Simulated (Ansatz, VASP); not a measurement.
**One calculation of Cu, 3 ways**

The starting cell:

```
Cu
1.0
     0.00000    1.80750    1.80750
     1.80750    0.00000    1.80750
     1.80750    1.80750    0.00000
Cu
1
Direct
  0.00000 0.00000 0.00000
```

Alike in all runs: task relaxation of cell and atoms; functional revPBE; k mesh 13 × 13 × 13; occupations fermi-dirac, width 0.05 eV; no spin polarisation; no spin-orbit coupling.

```
                        program and potentials  plane-wave cutoff (eV)                                                                                          notes  equilibrium volume (Å³/atom)
                            Ansatz, Ansatz PAW                     420  potentials made for PBE, which Ansatz adapts in part; 19 valence electrons an atom on average                         12.25
                VASP, PBE PAW files Cu, 600 eV                     600                               potentials made for PBE; 11 valence electrons an atom on average                         12.31
Ansatz, all-electron LAPW, scalar-relativistic                       -                                                                                              -                         12.25
```

The equilibrium volume spans 12.25 (Ansatz, all-electron LAPW, scalar-relativistic) to 12.31 Å³/atom (VASP, PBE PAW files Cu, 600 eV), with all-electron results at 12.25. Some sets were made for another functional than the one run, which can shift their rows. Relaxations stop with a little pressure left, so the last digit of a volume isn't settled.

Differences between rows come from potentials, basis sets and numerical settings, since the functional is the same but for its coding. Runs on potential files found faulty are left out.
